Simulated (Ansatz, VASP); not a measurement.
**Two plane-wave programs on SnTe3**

File INCAR:

```
  ALGO = Normal
  EDIFF = 1E-6
  ENCUT = 520
  GGA = CA
  ISIF = 2
  ISMEAR = -1
  LASPH = T
  LCHARG = F
  LREAL = F
  LWAVE = F
  NBANDS = 24
  NELM = 60
  PREC = Accurate
  SIGMA = 0.05
```

The input KPOINTS:

```
k-points
0
Gamma
  4 4 4
```

The input POSCAR:

```
SnTe3
1.0
    0.0000000000      3.8612190000      3.8612190000
    3.8612190000      0.0000000000      3.8612190000
    3.8612190000      3.8612190000      0.0000000000
Sn Te
1 3
Direct
    0.0000000000      0.0000000000      0.0000000000
    0.2500000000      0.2500000000      0.2500000000
    0.7500000000      0.7500000000      0.7500000000
    0.5000000000      0.5000000000      0.5000000000
```

Input for Ansatz:

```yaml
crystal:
  lattice:
    - [0.0, 3.861219, 3.861219]
    - [3.861219, 0.0, 3.861219]
    - [3.861219, 3.861219, 0.0]
  atoms:
    - { symbol: Sn, position: [0.0, 0.0, 0.0] }
    - { symbol: Te, position: [0.25, 0.25, 0.25] }
    - { symbol: Te, position: [0.75, 0.75, 0.75] }
    - { symbol: Te, position: [0.5, 0.5, 0.5] }
basis:
  ecutwfc: 550.0
kpoints:
  mp_grid:
    grid: [4, 4, 4]
hamiltonian:
  xc: lda
  pseudopotentials:
    kind: paw
    azcp:
      folder: soft_1
scf:
  occupations:
    method: fermi_dirac
    width: 0.05
output:
  forces: true
  stress: true
```

The cell comes from a database or a generator and needn't be the stable form of this composition.

Alike in both runs: task single point; functional LDA; k mesh 4 × 4 × 4; occupations fermi-dirac, width 0.05 eV; no spin polarisation.

|  | VASP | Ansatz |
| --- | --- | --- |
| version | VASP 6.6.1 | Ansatz 0.2.0 |
| potentials or method | VASP PAW LDA potentials, release 64 (Sn_d, Te) | plane waves, PAW |
| plane-wave cutoff (eV) | 520 | 550 |
| valence electrons in the cell | 32 | 62 |

|  | VASP | Ansatz | Ansatz less VASP |
| --- | --- | --- | --- |
| pressure (GPa) | -3.5 | -3.5 | -0.01 |

The two sets of potentials don't hold the same shells in valence. Ansatz warned: «pseudo_functional_mismatch».

The runs have no spin-orbit coupling, so splittings on Te are missing.
